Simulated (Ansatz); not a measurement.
NaH: stiffness from a series of strains

```xyz
2
Lattice="0.0000 2.4400 2.4400 2.4400 0.0000 2.4400 2.4400 2.4400 0.0000" Properties=species:S:1:pos:R:3 pbc="T T T"
Na    0.0000    0.0000    0.0000
H     2.4400    2.4400    2.4400
```

Atoms are numbered in the order listed.

The cell is COD entry 9008680, as deposited and not checked against the literature; nothing was relaxed.

These are results of Ansatz 0.2.0, DFT, PBEsol, all-electron LAPW, scalar-relativistic, not measurements.

Sampling and basis: a Γ-centred 9×9×9 k mesh, Fermi–Dirac smearing of 0.03 eV, basis error target 1 meV/atom, no spin polarisation.

The strain is applied along the Cartesian axes of the cell as listed (the other components stay zero). Fractional coordinates are held (clamped ions).

σ is the change of stress from the unstrained cell, which is at -1.19 GPa; tension is positive, so slopes are stress–strain coefficients at that pressure.

Only quantities that a quadratic follows smoothly over the whole series are listed; rougher ones are left out.

```
    εzz  σzz (GPa)  σxx (GPa)
-0.0200      -0.84      -0.22
-0.0100      -0.40      -0.11
 0.0000       0.00       0.00
 0.0200       0.67       0.20
```

(1) Fit the series and read off the stiffness at zero strain.

(2) One run, at εzz = 0.0100, is withheld. Predict its row.

## Answers

(1) Least-squares fits y = p0 + p1 x + p2 x² to the rows give σzz (GPa): p1 = 37.8, p2 = -210; σxx (GPa): p1 = 10.5, p2 = -23. So C11 = 38 GPa and C12 = 11 GPa, which gives B = (C11 + 2 C12)/3 = 20 GPa.

(2) The fits give 0.36, 0.10; the run gave 0.36, 0.10.
